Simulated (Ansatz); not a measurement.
**CdSe (F-43m): equation of state with a fit from a Python script**

Where is the equilibrium volume of CdSe (F-43m), and how stiff is it? A script is to give an equation of state with a fit; the system is CdSe (F-43m).

Computed with Ansatz 0.2.0, driven from Python. Level of theory: DFT PBEsol+D4, plane waves, PAW.

## Step 1: The system

The structure is cubic, space group F-43m (No. 216). The conventional cell has a = 6.141 Å, b = 6.141 Å, c = 6.141 Å, α = 90.00°, β = 90.00°, γ = 90.00°. Cd (site symmetry -43m) is surrounded by 4 Se at 2.66 Å. Se (site symmetry -43m) has 4 Cd at 2.66 Å as nearest neighbours.

The script holds or builds the structure itself.

## Step 2: The code

eos_cdse.py

```python
"""Equation of state of CdSe."""

import ansatz as az
from ase.eos import EquationOfState
from ase.units import GPa
import numpy as np

vectors0 = np.array([
    [0.0, 3.070271, 3.070271],
    [3.070271, 0.0, 3.070271],
    [3.070271, 3.070271, 0.0],
])
sites = [
    ("Cd", (0.0, 0.0, 0.0)),
    ("Se", (0.75, 0.75, 0.75)),
]


def crystal_on(cell):
    crystal = az.Crystal(lattice=az.Lattice.of(cell))
    for symbol, position in sites:
        crystal = crystal.atom(symbol, position)
    return crystal


def main() -> None:
    # uniform scaling of the cell
    volumes, energies, pressures = [], [], []
    for scale in np.linspace(0.88, 1.12, 7):
        cell = vectors0 * scale ** (1 / 3)
        base = (
            crystal_on(cell).calculation()
            .functional("pbesol", dispersion="d4")
            .occupations("gaussian", width=0.3)
            .scf(max_iterations=80, algorithm="density_mixing")
            .eigensolver("davidson", mixed_precision=False)
            .basis(500)
            .kpoints(5, 5, 5)
            .stress()
        )
        report = base.run(threads=1, backend="cpu").report
        volumes.append(abs(np.linalg.det(cell)) / len(sites))
        energies.append(report["free_energy_ev"] / len(sites))
        pressures.append(np.trace(report["stress_gpa"]) / 3)
        print(f"V = {volumes[-1]:8.4f} A^3/atom  F = {energies[-1]:.5f} eV/atom  P = {pressures[-1]:8.3f} GPa")

    eos = EquationOfState(volumes, energies, eos="birchmurnaghan")
    v0, e0, bulk = eos.fit()
    print(f"V0 = {v0:.4f} A^3/atom, E0 = {e0:.5f} eV/atom, B = {bulk / GPa:.1f} GPa")
    eos.plot("eos.png")


if __name__ == "__main__":
    main()
```

## Step 3: What the engine is handed

The engine receives this input (first run):

```yaml
crystal:
  lattice:
    - [0.0, 2.9421914871928023, 2.9421914871928023]
    - [2.9421914871928023, 0.0, 2.9421914871928023]
    - [2.9421914871928023, 2.9421914871928023, 0.0]
  atoms:
    - { symbol: Cd, position: [0.0, 0.0, 0.0] }
    - { symbol: Se, position: [0.75, 0.75, 0.75] }
basis:
  ecutwfc: 500.0
kpoints:
  mp_grid:
    grid: [5, 5, 5]
hamiltonian:
  xc: pbesol
  dispersion: d4
scf:
  max_iter: 80
  algorithm: density_mixing
  occupations:
    method: gaussian
    width: 0.3
  eigensolver:
    kind: davidson
    mixed_precision: false
output:
  stress: true
```

## Step 4: The run

The run is started by

```console
> python eos_cdse.py
```

What it wrote:

```text
V =  25.4691 A^3/atom  F = -6804.85908 eV/atom  P =    5.352 GPa
V =  26.6267 A^3/atom  F = -6804.88577 eV/atom  P =    2.164 GPa
V =  27.7844 A^3/atom  F = -6804.89198 eV/atom  P =   -0.345 GPa
V =  28.9421 A^3/atom  F = -6804.88207 eV/atom  P =   -2.319 GPa
V =  30.0998 A^3/atom  F = -6804.85948 eV/atom  P =   -3.871 GPa
V =  31.2575 A^3/atom  F = -6804.82693 eV/atom  P =   -5.088 GPa
V =  32.4152 A^3/atom  F = -6804.78660 eV/atom  P =   -6.036 GPa
V0 = 27.6071 A^3/atom, E0 = -6804.89217 eV/atom, B = 54.9 GPa
```

Wall time 17 s (1 thread of Arm Neoverse V1, shared host); peak memory 0.38 GiB.

## Step 5: Inputs of later runs

The engine's inputs for some of the other runs:

Run 4, against run 1:

```diff
@@ -3,3 +3,3 @@
-    - [0.0, 2.9421914871928023, 2.9421914871928023]
-    - [2.9421914871928023, 0.0, 2.9421914871928023]
-    - [2.9421914871928023, 2.9421914871928023, 0.0]
+    - [0.0, 3.070271, 3.070271]
+    - [3.070271, 0.0, 3.070271]
+    - [3.070271, 3.070271, 0.0]
```

Run 5, against run 1:

```diff
@@ -3,3 +3,3 @@
-    - [0.0, 2.9421914871928023, 2.9421914871928023]
-    - [2.9421914871928023, 0.0, 2.9421914871928023]
-    - [2.9421914871928023, 2.9421914871928023, 0.0]
+    - [0.0, 3.1106739359263793, 3.1106739359263793]
+    - [3.1106739359263793, 0.0, 3.1106739359263793]
+    - [3.1106739359263793, 3.1106739359263793, 0.0]
```

Run 7, against run 1:

```diff
@@ -3,3 +3,3 @@
-    - [0.0, 2.9421914871928023, 2.9421914871928023]
-    - [2.9421914871928023, 0.0, 2.9421914871928023]
-    - [2.9421914871928023, 2.9421914871928023, 0.0]
+    - [0.0, 3.188472811716898, 3.188472811716898]
+    - [3.188472811716898, 0.0, 3.188472811716898]
+    - [3.188472811716898, 3.188472811716898, 0.0]
```

## Step 6: Run by run

One row for each of the 7 runs:

```csv
run,volume (Å³/atom),energy from run 3 (meV/atom),pressure (GPa),SCF cycles,CPU time (s)
1,25.469,32.90,5.35,6,1.8
2,26.627,6.21,2.16,6,1.8
3,27.784,0.00,-0.34,6,1.8
4,28.942,9.91,-2.32,6,1.9
5,30.100,32.50,-3.87,7,2.3
6,31.257,65.05,-5.09,6,2.1
7,32.415,105.38,-6.04,6,2.1
```

Energies are free energies F = E - TS of the smeared occupations. 

## Step 7: Outcome

| quantity | value |
| --- | --- |
| runs compared | 7 |
| range of energy | 105.38 meV/atom |
| lowest point, volume (Å³/atom) | 27.784 |
| equilibrium volume (fit) | 27.61 Å³/atom |
| bulk modulus (fit) | 55 GPa |

In words: A third-order Birch-Murnaghan fit through the 7 points has its minimum at 27.61 Å³ an atom, 4.6 % below the typed cell, with a bulk modulus of 55 GPa and dB/dP = 4.7. From that minimum the energy rises by 33.1 meV an atom on the compressed side and 105.6 meV on the expanded side. Caveats:
- Pressure is positive in compression.
- The structure comes from a database of computed cells and needn't be a stable or known phase.
